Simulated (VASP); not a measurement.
# Al2O3 (P-6m2) in VASP: notebook, part 2 of 2

VASP 6.6.1.

**3. Band structure, LDA**

Input file POSCAR:

```
Al2O3
1.0
    2.8843249483      0.0000000000      0.0000000000
   -1.4421624742      2.4978986780      0.0000000000
    0.0000000000      0.0000000000      9.3367544600
Al O
2 3
Direct
    0.0000000000      0.0000000000      0.8500076700
    0.0000000000      0.0000000000      0.1499923300
    0.3333333333      0.6666666667      0.7776830800
    0.6666666667      0.3333333333      0.0000000000
    0.3333333333      0.6666666667      0.2223169200
```

Input file INCAR.step1:

```
SYSTEM = Al2O3
PREC = Accurate ; ENCUT = 520
EDIFF = 1E-6 ; ISMEAR = 0
SIGMA = 0.02 ; LREAL = .FALSE.
LASPH = .TRUE. ; NELM = 100
ALGO = Normal ; ISIF = 2
LWAVE = .FALSE. ; LCHARG = .TRUE.
NBANDS = 20 ; KPAR = 2
```

Input file KPOINTS.step1:

```
Automatic mesh
0
G
  12 12 4
  0 0 0
```

Input file INCAR.step2:

```
SYSTEM = Al2O3
PREC = Accurate ; ENCUT = 520
EDIFF = 1E-6 ; ISMEAR = 0
SIGMA = 0.05 ; LREAL = .FALSE.
LASPH = .TRUE. ; NELM = 100
ALGO = Normal ; ISIF = 2
LWAVE = .FALSE. ; LCHARG = .FALSE.
NBANDS = 20 ; ICHARG = 11
KPAR = 2
```

Input file KPOINTS.step2:

```
path GMKGALHA,LM,KH
10
line-mode
reciprocal
 0.0000000000  0.0000000000  0.0000000000  G
 0.5000000000  0.0000000000  0.0000000000  M

 0.5000000000  0.0000000000  0.0000000000  M
 0.3333333333  0.3333333333  0.0000000000  K

 0.3333333333  0.3333333333  0.0000000000  K
 0.0000000000  0.0000000000  0.0000000000  G

 0.0000000000  0.0000000000  0.0000000000  G
 0.0000000000  0.0000000000  0.5000000000  A

 0.0000000000  0.0000000000  0.5000000000  A
 0.5000000000  0.0000000000  0.5000000000  L

 0.5000000000  0.0000000000  0.5000000000  L
 0.3333333333  0.3333333333  0.5000000000  H

 0.3333333333  0.3333333333  0.5000000000  H
 0.0000000000  0.0000000000  0.5000000000  A

 0.5000000000  0.0000000000  0.5000000000  L
 0.5000000000  0.0000000000  0.0000000000  M

 0.3333333333  0.3333333333  0.0000000000  K
 0.3333333333  0.3333333333  0.5000000000  H
```

Potentials or basis: VASP PAW LDA potentials, release 64 (Al, O).

Launch:

```console
> cat potpaw_LDA.64/Al/POTCAR potpaw_LDA.64/O/POTCAR > POTCAR
> cp INCAR.step1 INCAR
> cp KPOINTS.step1 KPOINTS
> mpirun -np 2 vasp_std > vasp.out
> cp INCAR.step2 INCAR
> cp KPOINTS.step2 KPOINTS
> mpirun -np 2 vasp_std > vasp.out
```

OUTCAR:

```text
SYSTEM = Al2O3
   PREC = Accurate
   ENCUT = 520
   EDIFF = 1E-6
   ISMEAR = 0
   LREAL = .FALSE.
   LASPH = .TRUE.
   NELM = 100
   ISIF = 2
   ICHARG = 11

 ion  position               nearest neighbor table
   1  0.000  0.000  0.850-   3 1.80   3 1.80   3 1.80   4 2.18   4 2.18   4 2.18   2 2.80
   2  0.000  0.000  0.150-   5 1.80   5 1.80   5 1.80   4 2.18   4 2.18   4 2.18   1 2.80
   3  0.333  0.667  0.778-   1 1.80   1 1.80   1 1.80
   4  0.667  0.333  0.000-   1 2.18   2 2.18   1 2.18   2 2.18   1 2.18   2 2.18
   5  0.333  0.667  0.222-   2 1.80   2 1.80   2 1.80
[... 751 lines left out ...]
  -------------------------------------------------------------------------------------
  Total       -0.1683487     -0.1683487      0.0030959      0.0000000      0.0000000      0.0000000
  in kB       -4.0096409     -4.0096409      0.0737361      0.0000000      0.0000000      0.0000000
  external PRESSURE =      -2.6485152 kB  Pullay stress =       0.0000000 kB

 VOLUME and BASIS-vectors are now :
 -----------------------------------------------------------------------------
  energy-cutoff  :      520.00
  volume of cell :       67.27
      direct lattice vectors                 reciprocal lattice vectors
     2.884324948  0.000000000  0.000000000     0.346701574  0.200168247  0.000000000
    -1.442162474  2.497898678  0.000000000     0.000000000  0.400336494  0.000000000
     0.000000000  0.000000000  9.336754460     0.000000000  0.000000000  0.107103598

 POSITION                                       TOTAL-FORCE (eV/Angst)
 -----------------------------------------------------------------------------------
      0.00000      0.00000      7.93631         0.000000     -0.000000     -0.370573
      0.00000      0.00000      1.40044         0.000000     -0.000000      0.370573
     -0.00000      1.66527      7.26104        -0.000000      0.000000      0.886258
      1.44216      0.83263      0.00000         0.000000     -0.000000      0.000000
     -0.00000      1.66527      2.07572        -0.000000     -0.000000     -0.886258
 -----------------------------------------------------------------------------------
    total drift:                                0.000900     -0.000520      0.000000

  FREE ENERGIE OF THE ION-ELECTRON SYSTEM (eV)
  ---------------------------------------------------
  free  energy   TOTEN  =       -39.1808025207 eV

  energy  without entropy=      -39.1808025207  energy(sigma->0) =      -39.18080252
```

OSZICAR.step1:

```text
N       E                     dE             d eps       ncg     rms          rms(c)
DAV:   1     0.113418626611E+03    0.11342E+03   -0.12245E+04  2280   0.107E+03
DAV:   2    -0.365226306732E+02   -0.14994E+03   -0.14627E+03  2780   0.249E+02
DAV:   3    -0.446761150968E+02   -0.81535E+01   -0.81220E+01  3036   0.600E+01
DAV:   4    -0.447554109972E+02   -0.79296E-01   -0.79272E-01  2880   0.652E+00
DAV:   5    -0.447565198370E+02   -0.11088E-02   -0.11088E-02  2928   0.738E-01    0.127E+01
DAV:   6    -0.402617211815E+02    0.44948E+01   -0.14517E+01  2496   0.269E+01    0.476E+00
DAV:   7    -0.401788223688E+02    0.82899E-01   -0.47981E-01  2712   0.469E+00    0.246E+00
DAV:   8    -0.401085581039E+02    0.70264E-01   -0.57638E-02  2896   0.209E+00    0.887E-01
DAV:   9    -0.400921672321E+02    0.16391E-01   -0.16193E-02  3016   0.111E+00    0.166E-01
DAV:  10    -0.400921160284E+02    0.51204E-04   -0.29485E-03  2736   0.357E-01    0.136E-01
DAV:  11    -0.400929907131E+02   -0.87468E-03   -0.28729E-03  2680   0.513E-01    0.856E-02
DAV:  12    -0.400931871570E+02   -0.19644E-03   -0.50301E-04  2668   0.152E-01    0.577E-02
DAV:  13    -0.400933127705E+02   -0.12561E-03   -0.31071E-04  2688   0.125E-01    0.215E-02
DAV:  14    -0.400933170310E+02   -0.42605E-05   -0.24588E-05  2924   0.494E-02    0.635E-03
DAV:  15    -0.400933177006E+02   -0.66955E-06   -0.50775E-06  2864   0.158E-02
   1 F= -.40093318E+02 E0= -.40093318E+02  d E =-.201274E-22
```

Run time: 42 s. Hardware: 2 MPI ranks of Intel Xeon Platinum 8559C (Emerald Rapids), shared host; peak memory 0.2 GiB.

Results:

* Band gap on the k mesh: 4.74 eV, indirect (least direct gap 4.99 eV)
* Band gap along the path: 4.73 eV, indirect (least direct gap 4.99 eV)

Levels at the corners of the path, in eV from the valence-band top:
| point | band 9 | band 10 | band 11 | band 12 | band 13 | band 14 | band 15 | band 16 |
| --- | --- | --- | --- | --- | --- | --- | --- | --- |
| Γ | -1.26 | -0.54 | -0.54 | -0.26 | 4.73 | 7.38 | 7.68 | 9.16 |
| M | -1.99 | -1.02 | -0.82 | -0.57 | 7.62 | 8.63 | 8.84 | 10.76 |
| M | -1.99 | -1.02 | -0.82 | -0.57 | 7.62 | 8.63 | 8.84 | 10.76 |
| K | -2.86 | -1.33 | -1.09 | -0.02 | 9.28 | 9.43 | 10.53 | 12.19 |
| K | -2.86 | -1.33 | -1.09 | -0.02 | 9.28 | 9.43 | 10.53 | 12.19 |
| Γ | -1.26 | -0.54 | -0.54 | -0.26 | 4.73 | 7.38 | 7.68 | 9.16 |
| Γ | -1.26 | -0.54 | -0.54 | -0.26 | 4.73 | 7.38 | 7.68 | 9.16 |
| A | -1.26 | -0.54 | -0.54 | -0.31 | 4.86 | 6.98 | 7.82 | 9.48 |
| A | -1.26 | -0.54 | -0.54 | -0.31 | 4.86 | 6.98 | 7.82 | 9.48 |
| L | -1.99 | -1.02 | -0.83 | -0.56 | 7.63 | 8.59 | 8.89 | 10.55 |
| L | -1.99 | -1.02 | -0.83 | -0.56 | 7.63 | 8.59 | 8.89 | 10.55 |
| H | -2.86 | -1.33 | -1.09 | -0.02 | 9.26 | 9.43 | 10.53 | 12.23 |
| H | -2.86 | -1.33 | -1.09 | -0.02 | 9.26 | 9.43 | 10.53 | 12.23 |
| A | -1.26 | -0.54 | -0.54 | -0.31 | 4.86 | 6.98 | 7.82 | 9.48 |
| L | -1.99 | -1.02 | -0.83 | -0.56 | 7.63 | 8.59 | 8.89 | 10.55 |
| M | -1.99 | -1.02 | -0.82 | -0.57 | 7.62 | 8.63 | 8.84 | 10.76 |
| K | -2.86 | -1.33 | -1.09 | -0.02 | 9.28 | 9.43 | 10.53 | 12.19 |
| H | -2.86 | -1.33 | -1.09 | -0.02 | 9.26 | 9.43 | 10.53 | 12.23 |

Caveat: the log is that of the step along the path at fixed density, whose energy, stress, charges and moments have no meaning.

**4. Band structure, r2SCAN**

Input file INCAR:

```
SYSTEM = Al2O3
PREC = Accurate ; ENCUT = 520
EDIFF = 1E-6 ; ISMEAR = 0
SIGMA = 0.02 ; LREAL = .FALSE.
LASPH = .TRUE. ; NELM = 100
ALGO = Normal ; ISIF = 2
LWAVE = .FALSE. ; LCHARG = .FALSE.
METAGGA = R2SCAN ; LMIXTAU = .TRUE.
NBANDS = 20 ; KPAR = 2
```

Input file KPOINTS:

```
Automatic mesh
0
G
  12 12 4
  0 0 0
```

POSCAR is that of step 3.

Input file KPOINTS_OPT:

```
path GMKGALHA,LM,KH
10
line-mode
reciprocal
 0.0000000000  0.0000000000  0.0000000000  G
 0.5000000000  0.0000000000  0.0000000000  M

 0.5000000000  0.0000000000  0.0000000000  M
 0.3333333333  0.3333333333  0.0000000000  K

 0.3333333333  0.3333333333  0.0000000000  K
 0.0000000000  0.0000000000  0.0000000000  G

 0.0000000000  0.0000000000  0.0000000000  G
 0.0000000000  0.0000000000  0.5000000000  A

 0.0000000000  0.0000000000  0.5000000000  A
 0.5000000000  0.0000000000  0.5000000000  L

 0.5000000000  0.0000000000  0.5000000000  L
 0.3333333333  0.3333333333  0.5000000000  H

 0.3333333333  0.3333333333  0.5000000000  H
 0.0000000000  0.0000000000  0.5000000000  A

 0.5000000000  0.0000000000  0.5000000000  L
 0.5000000000  0.0000000000  0.0000000000  M

 0.3333333333  0.3333333333  0.0000000000  K
 0.3333333333  0.3333333333  0.5000000000  H
```

Potentials or basis: VASP PAW PBE potentials, release 64 (Al, O).

Launch:

```console
> cat potpaw_PBE.64/Al/POTCAR potpaw_PBE.64/O/POTCAR > POTCAR
> mpirun -np 2 vasp_std > vasp.out
```

It took 3.1 min on 2 MPI ranks of Intel Xeon Platinum 8559C (Emerald Rapids), shared host; peak memory 0.25 GiB.

Results (log left out):

- Free energy: -46.7906 eV
- Pressure: -4.7 GPa
- Largest force: 0.435 eV/Å
- Band gap on the k mesh: 5.60 eV, indirect (least direct gap 5.83 eV)
- Band gap along the path: 5.59 eV, indirect (least direct gap 5.83 eV)

Forces in eV/Å, atoms in the order of the input:
```
Al   0.000  0.000 -0.148
Al   0.000  0.000  0.148
O    0.000  0.000  0.435
O    0.000  0.000  0.000
O    0.000  0.000 -0.435
```

Stress tensor (GPa, compression positive):
```
-5.26  0.00  0.00
 0.00 -5.26  0.00
 0.00  0.00 -3.51
```

Levels at the corners of the path, in eV from the valence-band top:
| point | band 10 | band 11 | band 12 | band 13 | band 14 | band 15 |
| --- | --- | --- | --- | --- | --- | --- |
| Γ | -0.56 | -0.56 | -0.23 | 5.59 | 8.28 | 8.75 |
| M | -1.05 | -0.83 | -0.59 | 8.68 | 9.90 | 10.01 |
| M | -1.05 | -0.83 | -0.59 | 8.68 | 9.90 | 10.01 |
| K | -1.36 | -1.11 | -0.05 | 10.60 | 10.63 | 11.71 |
| K | -1.36 | -1.11 | -0.05 | 10.60 | 10.63 | 11.71 |
| Γ | -0.56 | -0.56 | -0.23 | 5.59 | 8.28 | 8.75 |
| Γ | -0.56 | -0.56 | -0.23 | 5.59 | 8.28 | 8.75 |
| A | -0.56 | -0.56 | -0.27 | 5.72 | 7.86 | 8.88 |
| A | -0.56 | -0.56 | -0.27 | 5.72 | 7.86 | 8.88 |
| L | -1.05 | -0.83 | -0.58 | 8.69 | 9.86 | 10.08 |
| L | -1.05 | -0.83 | -0.58 | 8.69 | 9.86 | 10.08 |
| H | -1.36 | -1.11 | -0.04 | 10.60 | 10.60 | 11.71 |
| H | -1.36 | -1.11 | -0.04 | 10.60 | 10.60 | 11.71 |
| A | -0.56 | -0.56 | -0.27 | 5.72 | 7.86 | 8.88 |
| L | -1.05 | -0.83 | -0.58 | 8.69 | 9.86 | 10.08 |
| M | -1.05 | -0.83 | -0.59 | 8.68 | 9.90 | 10.01 |
| K | -1.36 | -1.11 | -0.05 | 10.60 | 10.63 | 11.71 |
| H | -1.36 | -1.11 | -0.04 | 10.60 | 10.60 | 11.71 |

Caveat: the PAW data sets were made with another functional, which shifts forces and pressure a little. r2SCAN opens gaps a little over a GGA but as a rule still falls short of measured ones.

**5. The reference run**

An earlier run on the cell as given: functional PBE; potentials or basis VASP PAW PBE potentials, release 64 (Al, O); cutoff 520 eV; k mesh 11 × 11 × 3; occupations fermi-dirac, width 0.05 eV; no spin polarisation.

* Pressure: 0.1 GPa
* Largest force: 0.012 eV/Å
* Band gap on the k mesh: 4.77 eV, indirect (least direct gap 5.01 eV)

**6. Summary**

```csv
task,level,potentials or basis,k mesh,smearing,ladder,gap on the mesh (eV),pressure (GPa),largest force (eV/Å)
band structure,LDA,"VASP PAW LDA potentials, release 64 (Al, O)",12 × 12 × 4,gaussian 0.02 eV,gaps,4.74,-,-
band structure,r2SCAN,"VASP PAW PBE potentials, release 64 (Al, O)",12 × 12 × 4,gaussian 0.02 eV,gaps,5.60,-4.7,0.44
single point,PBE,"VASP PAW PBE potentials, release 64 (Al, O)",11 × 11 × 3,fermi-dirac 0.05 eV,-,4.77,0.1,0.01
```

Alike in all rows: no spin polarisation; cell as given; cutoff (eV) 520.

Caveats: the PAW data sets were made with another functional, which shifts forces and pressure a little (some runs); an odd mesh through Γ misses points on the zone boundary, where band edges often lie (some runs).

Total energies depend on the potentials used, so only differences within one code and one set of settings carry meaning.
